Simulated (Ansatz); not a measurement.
# LiNbO3: the cost of one run

Computed with Ansatz 0.2.0 (DFT PBE, scalar-relativistic, plane waves, PAW, unless a step's input says otherwise).

### Step 1. Starting point

It takes space group R3c (No. 161, trigonal). Conventional cell: a = 5.152 Å, b = 5.152 Å, c = 13.869 Å, α = 90.00°, β = 90.00°, γ = 120.00°. Li (site symmetry 3) is surrounded by 6 O at 2.07 to 2.24 Å. Nb (site symmetry 3) is surrounded by 6 O at 1.88 to 2.13 Å. Around O (site symmetry 1) lie 2 Nb at 1.88 to 2.13 Å and 2 Li at 2.07 to 2.24 Å.

As a file:

```xyz
40
Lattice="-5.1516 -2.9743 4.6230 5.1516 -2.9743 4.6230 0.0000 5.9486 4.6230" Properties=species:S:1:pos:R:3 pbc="T T T"
Li    0.0000    0.0000    3.9041
Li    0.0000   -2.9743    8.5271
Li   -2.5758    1.4871    8.5271
Li    2.5758    1.4871    8.5271
Li   -2.5758   -1.4871    6.2156
Li    2.5758   -1.4871    6.2156
Li    0.0000    2.9743    6.2156
Li    0.0000    0.0000   10.8386
Nb    0.0000    0.0000    0.0008
Nb    0.0000   -2.9743    4.6238
Nb   -2.5758    1.4871    4.6238
Nb    2.5758    1.4871    4.6238
Nb   -2.5758   -1.4871    2.3123
Nb    2.5758   -1.4871    2.3123
Nb    0.0000    2.9743    2.3123
Nb    0.0000    0.0000    6.9353
O    -0.6338   -1.4403    5.5026
O     4.5178   -1.4403    5.5026
O     1.9420    3.0211    5.5026
O     1.9420    0.0468   10.1256
O    -3.5874    0.1713    5.5026
O     1.5642    0.1713    5.5026
O    -1.0116    4.6327    5.5026
O    -1.0116    1.6584   10.1256
O    -3.5063   -3.1924    5.5026
O     1.6453   -3.1924    5.5026
O    -0.9305    1.2690    5.5026
O    -0.9305   -1.7053   10.1256
O     0.9305   -1.7053    3.1911
O     0.9305   -4.6795    7.8141
O    -1.6453   -0.2181    7.8141
O     3.5063   -0.2181    7.8141
O    -1.9420    0.0468    3.1911
O    -1.9420   -2.9274    7.8141
O    -4.5178    1.5340    7.8141
O     0.6338    1.5340    7.8141
O     1.0116    1.6584    3.1911
O     1.0116   -1.3159    7.8141
O    -1.5642    3.1456    7.8141
O     3.5874    3.1456    7.8141
```

The runs take a perfect supercell of 40 atoms; the defect goes to fractional position (0.583, 0.667, 0.750).

### Step 2. The perfect supercell

File input.yaml:

```yaml
crystal:
  lattice:
    - [-5.1516, -2.974278, 4.623]
    - [5.1516, -2.974278, 4.623]
    - [0.0, 5.948555, 4.623]
  atoms:
    - { symbol: Li, position: [0.2815, 0.2815, 0.2815] }
    - { symbol: Li, position: [0.7815, 0.7815, 0.2815] }
    - { symbol: Li, position: [0.7815, 0.2815, 0.7815] }
    - { symbol: Li, position: [0.2815, 0.7815, 0.7815] }
    - { symbol: Li, position: [0.7815, 0.2815, 0.2815] }
    - { symbol: Li, position: [0.2815, 0.7815, 0.2815] }
    - { symbol: Li, position: [0.2815, 0.2815, 0.7815] }
    - { symbol: Li, position: [0.7815, 0.7815, 0.7815] }
    - { symbol: Nb, position: [5.5e-05, 5.5e-05, 5.5e-05] }
    - { symbol: Nb, position: [0.500055, 0.500055, 5.5e-05] }
    - { symbol: Nb, position: [0.500055, 5.5e-05, 0.500055] }
    - { symbol: Nb, position: [5.5e-05, 0.500055, 0.500055] }
    - { symbol: Nb, position: [0.500055, 5.5e-05, 5.5e-05] }
    - { symbol: Nb, position: [5.5e-05, 0.500055, 5.5e-05] }
    - { symbol: Nb, position: [5.5e-05, 5.5e-05, 0.500055] }
    - { symbol: Nb, position: [0.500055, 0.500055, 0.500055] }
    - { symbol: O, position: [0.538975, 0.41595, 0.235335] }
    - { symbol: O, position: [0.038975, 0.91595, 0.235335] }
    - { symbol: O, position: [0.038975, 0.41595, 0.735335] }
    - { symbol: O, position: [0.538975, 0.91595, 0.735335] }
    - { symbol: O, position: [0.735335, 0.038975, 0.41595] }
    - { symbol: O, position: [0.235335, 0.538975, 0.41595] }
    - { symbol: O, position: [0.235335, 0.038975, 0.91595] }
    - { symbol: O, position: [0.735335, 0.538975, 0.91595] }
    - { symbol: O, position: [0.91595, 0.235335, 0.038975] }
    - { symbol: O, position: [0.41595, 0.735335, 0.038975] }
    - { symbol: O, position: [0.41595, 0.235335, 0.538975] }
    - { symbol: O, position: [0.91595, 0.735335, 0.538975] }
    - { symbol: O, position: [0.235335, 0.41595, 0.038975] }
    - { symbol: O, position: [0.735335, 0.91595, 0.038975] }
    - { symbol: O, position: [0.735335, 0.41595, 0.538975] }
    - { symbol: O, position: [0.235335, 0.91595, 0.538975] }
    - { symbol: O, position: [0.41595, 0.038975, 0.235335] }
    - { symbol: O, position: [0.91595, 0.538975, 0.235335] }
    - { symbol: O, position: [0.91595, 0.038975, 0.735335] }
    - { symbol: O, position: [0.41595, 0.538975, 0.735335] }
    - { symbol: O, position: [0.038975, 0.235335, 0.41595] }
    - { symbol: O, position: [0.538975, 0.735335, 0.41595] }
    - { symbol: O, position: [0.538975, 0.235335, 0.91595] }
    - { symbol: O, position: [0.038975, 0.735335, 0.91595] }
basis:
  ecutwfc: 420
  fft_grid_basis: typed
kpoints:
  mp_grid: { grid: [3, 3, 3] }
hamiltonian:
  xc: pbe
  pseudopotentials: { kind: paw }
scf:
  occupations: { method: gaussian, width: 0.05 }
output:
  forces: true
  stress: false
  eigenvalues: true
  bader: false
  write_density: true
  volumetric_format: npy
```

Command:

```bash
$ ansatz run input.yaml --threads 4 --pin off --max-ram 10240MiB --backend cpu --events-out ev --progress --plain --runs-dir out
```

Q: Estimate wall time and peak memory on 4 threads of Intel Xeon 6975P-C (Granite Rapids), shared host.

About 5.4 s, with a peak of 1.7 GiB.
